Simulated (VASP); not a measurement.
The system is CdSe.

```
Cd Se
1.0
     0.00000    3.04621    3.04621
     3.04621    0.00000    3.04621
     3.04621    3.04621    0.00000
Cd Se
1 1
Cartesian
  0.0000 0.0000 0.0000
  1.5231 1.5231 1.5231
```

The cell was built by a generator and needn't be a form met in nature.

Base run:

- Program: VASP 6.6.1
- Functional: r2SCAN
- Potentials or basis: VASP PAW PBE potentials, release 64 (Cd, Se)
- Cutoff: 520 eV
- k mesh: 8 × 8 × 8
- Occupations: gaussian, width 0.03 eV
- Spin: no spin polarisation

Its results: band gap on the k mesh 1.08 eV, direct; pressure 1.4 GPa.

Problem. The run is repeated on the same cell with these changes: functional from r2SCAN to LDA; potentials or basis from VASP PAW PBE potentials, release 64 (Cd, Se) to VASP PAW LDA potentials, release 64 (Cd, Se). What comes out?

Solution. Band gap on the k mesh 0.35 eV, direct; pressure -1.8 GPa.

Caveats: the PAW data sets were made with another functional, which shifts forces and pressure a little (some runs).
